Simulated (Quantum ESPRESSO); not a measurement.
Crystal: Sb.

```
Sb
1.0
     2.15420    1.24373    3.75800
    -2.15420    1.24373    3.75800
     0.00000   -2.48746    3.75800
Sb
2
Direct
  0.76651 0.76651 0.76651
  0.23349 0.23349 0.23349
```

Program: Quantum ESPRESSO 7.5. Alike in all runs: cell as given; smearing fermi-dirac 0.05 eV. Hardware: 2 MPI ranks on Arm Neoverse V2, with other jobs on the host.

Q: Order these runs on this cell by their wall time, lowest first.
A. task band structure; level PBEsol; potentials or basis GBRV 1.5 PBEsol; spin off; k mesh 8 × 8 × 8; cutoff (eV) 612
B. task band structure; level AM05; potentials or basis PseudoDojo 0.4 FR PBE standard; spin SOC, no magnetisation; k mesh 8 × 8 × 8; cutoff (eV) 1088
C. task Wannier functions; level PBEsol; potentials or basis GBRV 1.5 PBEsol; spin off; k mesh 6 × 6 × 6; cutoff (eV) 612; k mesh for the Wannier functions 5 × 5 × 5
D. task band structure; level PBE; potentials or basis PseudoDojo 0.4.1 SR PBE standard; spin off; k mesh 8 × 8 × 8; cutoff (eV) 1088

A: A (45 s), C (130 s), D (280 s), B (930 s).

Not every run made on this cell is shown here.
